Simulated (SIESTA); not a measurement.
RbCl under changes of volume

One of the cells (35.796 Å³/atom); the others are scaled copies at fixed shape and fractional positions:

```
Rb Cl
1.0
     0.00000    3.29568    3.29568
     3.29568    0.00000    3.29568
     3.29568    3.29568    0.00000
Rb Cl
1 1
Direct
  0.00000 0.00000 0.00000
  0.50000 0.50000 0.50000
```

| Quantity | Value |
| --- | --- |
| Program | SIESTA 5.4.2 |
| Functional | PBE |
| Potentials or basis | PseudoDojo 0.4 standard (PBE files) |
| Basis | DZP (energy shift 0.003 Ry; two zetas on semicore shells; d shell added on Rb) |
| Grid cutoff | 800 Ry |
| Energy shift | 0.003 Ry |
| k mesh | 7 × 7 × 7 |
| Occupations | fermi-dirac, width 0.05 eV |
| Spin | no spin polarisation |

```csv
volume (Å³/atom),energy over the lowest point (meV/atom),pressure (GPa),gap on the mesh (eV)
32.989,?,?,?
33.690,21.45,2.0,5.22
34.392,13.66,1.5,5.15
35.796,3.69,0.8,5.02
36.498,1.12,0.4,4.96
37.200,0.00,0.1,4.90
```

Problem. What does the run at 32.989 Å³/atom give?

Solution. Energy over the lowest point 31.44 meV/atom; pressure 2.5 GPa; gap on the mesh 5.29 eV.

Worked out: A Birch-Murnaghan fit of order 3 (a polynomial in V^(-2/3)) to the other rows has its minimum at 37.46 Å³/atom, just outside them, with B0 = V·E''(V) = 15.1 GPa and B' = 4.3. It gives 31.35 meV/atom at 32.989 Å³/atom, against the run's 31.44, and -dE/dV = 2.5 GPa, against 2.5. A straight line through the other rows of the gap, of slope -3.22 eV per unit of ln V (its deformation potential), extrapolates to 5.29 eV, against the run's 5.29.

Energies are extrapolated to zero smearing.

Caveats: the basis of atomic orbitals isn't converged, which shifts pressures, moduli and gaps; an odd mesh through Γ misses points on the zone boundary, where band edges often lie (some runs). Spin-orbit coupling on Rb is left out.
